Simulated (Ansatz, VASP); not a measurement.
# One calculation of Rb, two programs

```
Rb
1.0
    -2.49999    2.49999    3.53498
     2.49999   -2.49999    3.53498
     2.49999    2.49999   -3.53498
Rb
1
Direct
  0.00000 0.00000 0.00000
```

Alike in both runs: task single point; functional PBE; k mesh 14 × 14 × 14; occupations gaussian, width 0.15 eV; no spin polarisation.

```csv
,VASP,Ansatz
version,VASP 6.6.1,Ansatz 0.2.0
potentials or method,"VASP PAW PBE potentials, release 64 (Rb_sv)","scalar-relativistic, plane waves, PAW"
plane-wave cutoff (eV),520,420
valence electrons in the cell,9,9
```

|  | VASP | Ansatz | Ansatz less VASP |
| --- | --- | --- | --- |
| gap on the k mesh at the Fermi level (eV) | none | none | - |
| pressure (GPa) | 0.1 | 0.1 | 0.00 |

A gap of «none» marks a metal or a gap that the smearing closes. The functional is the same, so the differences come from potentials, cutoffs and numerics.
